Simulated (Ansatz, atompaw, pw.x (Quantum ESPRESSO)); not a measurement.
**Equation-of-state test of one PAW (atompaw) potential (Cu)**

atompaw 4.2.0.5 input, output lines left out:

```
Cu 29
GGA-PBESOL scalarrelativistic loggrid 1500 logderivrange -2 5 176
4 4 3 0 0 0
4 0 1
4 1 0
0 0 0
c
c
c
v
c
c
v
v
2
2.95 2.50 2.25 2.85
y
0.6
n
y
0.95
n
y
0.05
n
bloechl sinc
bessel
```

Crystal test: fcc Cu in pw.x 7.5, no spin, 16³ k-points, Fermi–Dirac smearing 0.01 Ry, cutoffs 40/400 Ry. The reference is all-electron LAPW (Ansatz 0.2.0) with the same functional, mesh and smearing; V0 and B0 come from Birch–Murnaghan fits to the pressures at five volumes. Errors are pseudo minus all-electron; Δ is the rms difference of the E(V) curves that follow from these fits, minima aligned, over ±6 % about the mean V0. Mesh and smearing are coarse, so the numbers serve the comparison and aren't converged zero-temperature values; the lattice is a test structure that the element need not adopt.

| V (Å³/atom) | P all-electron (GPa) | P pseudo (GPa) |
| --- | --- | --- |
| 10.789 | 9.10 | 2.68 |
| 11.073 | 3.92 | -0.76 |
| 11.357 | -0.53 | -3.88 |
| 11.641 | -4.36 | -6.57 |
| 11.925 | -7.66 | -8.98 |

All-electron: a0 = 3.564 Å (V0 = 11.32 Å³/atom), B0 = 167.7 GPa.

Pseudopotential: mean pressure error (GPa): -3.60; a0 (Å): 3.531; a0 error (%): -0.94; B0 error (%): -22.3; Δ (meV/atom): 11.2. The largest radius (2.95 bohr) exceeds half the bond length (2.38 bohr), so the spheres overlap, which is one possible source of error among others. This is a poor potential for the solid. The logarithmic derivative shows an extra or strongly shifted pseudo pole above the reference energy (p near 1.61 Ry).

Task: At the middle volume, how do free energy and pressure move when the wave cutoff is lowered (ecutrho held at 400 Ry)?

Result:

```
cutoff (Ry)  shift of F (meV/atom)  shift of P (GPa)
         18                 +549.7            -21.82
         24                  +93.4             -5.08
         32                   +6.8             -0.40
```

Input at the middle volume:

```
&control
  calculation='scf', prefix='x', pseudo_dir='./', outdir='./tmp', tstress=.true., disk_io='low'
/
&system
  ibrav=0, nat=1, ntyp=1, ecutwfc=40, ecutrho=400, nbnd=13,
  occupations='smearing', smearing='fd', degauss=0.01
/
&electrons
  conv_thr=1e-09, mixing_beta=0.4, electron_maxstep=70
/
ATOMIC_SPECIES
Cu 1.0 Cu.UPF
CELL_PARAMETERS angstrom
  0.00000000 1.78406721 1.78406721
  1.78406721 0.00000000 1.78406721
  1.78406721 1.78406721 0.00000000
ATOMIC_POSITIONS crystal
Cu 0.0000 0.0000 0.0000
K_POINTS automatic
16 16 16 0 0 0
```

```bash
pw.x < Cu.scf.in > Cu.scf.out
```

Lines of the output:

```
Message from routine setup:
     using ibrav=0 with symmetry is DISCOURAGED, use correct ibrav instead
     lattice parameter (alat)  =       4.7679  a.u.
     unit-cell volume          =      76.6408 (a.u.)^3
     number of electrons       =        11.00
     number of Kohn-Sham states=           13
     kinetic-energy cutoff     =      40.0000  Ry
     charge density cutoff     =     400.0000  Ry
     scf convergence threshold =      1.0E-09
     Exchange-correlation= SLA PW PSX PSC
     number of k points=   145  Fermi-Dirac smearing, width (Ry)=  0.0100
     iteration #  1     ecut=    40.00 Ry     beta= 0.40
     total energy              =    -210.49854877 Ry
     estimated scf accuracy    <       0.03626364 Ry
     iteration #  2     ecut=    40.00 Ry     beta= 0.40
     total energy              =    -210.53447688 Ry
     estimated scf accuracy    <       0.00019831 Ry
     iteration #  3     ecut=    40.00 Ry     beta= 0.40
     c_bands:  4 eigenvalues not converged
     c_bands:  1 eigenvalues not converged
     c_bands:  3 eigenvalues not converged
     c_bands:  3 eigenvalues not converged
     c_bands:  3 eigenvalues not converged
     c_bands:  4 eigenvalues not converged
     c_bands:  2 eigenvalues not converged
     c_bands:  1 eigenvalues not converged
     [... 62 repeated lines left out ...]
     total energy              =    -210.54377884 Ry
     estimated scf accuracy    <       0.00472690 Ry
     iteration #  4     ecut=    40.00 Ry     beta= 0.40
     total energy              =    -210.53841885 Ry
     estimated scf accuracy    <       0.00445314 Ry
     iteration #  5     ecut=    40.00 Ry     beta= 0.40
     [... 1 repeated lines left out ...]
     total energy              =    -210.54081637 Ry
     estimated scf accuracy    <       0.00174662 Ry
     iteration #  6     ecut=    40.00 Ry     beta= 0.40
     total energy              =    -210.54150902 Ry
     estimated scf accuracy    <       0.00002610 Ry
     iteration #  7     ecut=    40.00 Ry     beta= 0.40
     total energy              =    -210.54139311 Ry
     estimated scf accuracy    <       0.00004686 Ry
     iteration #  8     ecut=    40.00 Ry     beta= 0.40
     total energy              =    -210.54143068 Ry
     estimated scf accuracy    <          7.2E-09 Ry
     iteration #  9     ecut=    40.00 Ry     beta= 0.40
     total energy              =    -210.54143032 Ry
     estimated scf accuracy    <       0.00000026 Ry
     iteration # 10     ecut=    40.00 Ry     beta= 0.40
     total energy              =    -210.54143040 Ry
     estimated scf accuracy    <       0.00000002 Ry
     iteration # 11     ecut=    40.00 Ry     beta= 0.40
     total energy              =    -210.54143042 Ry
     estimated scf accuracy    <          2.0E-09 Ry
     iteration # 12     ecut=    40.00 Ry     beta= 0.40
     the Fermi energy is    18.7191 ev
!    total energy              =    -210.54143042 Ry
     estimated scf accuracy    <          3.7E-11 Ry
     smearing contrib. (-TS)   =      -0.00132749 Ry
     The total energy is F=E-TS. E is the sum of the following terms:
     one-electron contribution =     -31.20330861 Ry
     hartree contribution      =       8.29926626 Ry
     xc contribution           =     -11.71531290 Ry
     ewald contribution        =     -82.27569731 Ry
     one-center paw contrib.   =     -93.64505037 Ry
     convergence has been achieved in  12 iterations
          total   stress  (Ry/bohr**3)                   (kbar)     P=      -38.82
```

The run at the middle volume (145 k-points, 12 iterations) took about 18 s on one core of a shared host (AMD EPYC 7R43 64-Core Processor, 256 threads, 1004 GiB, load 90).
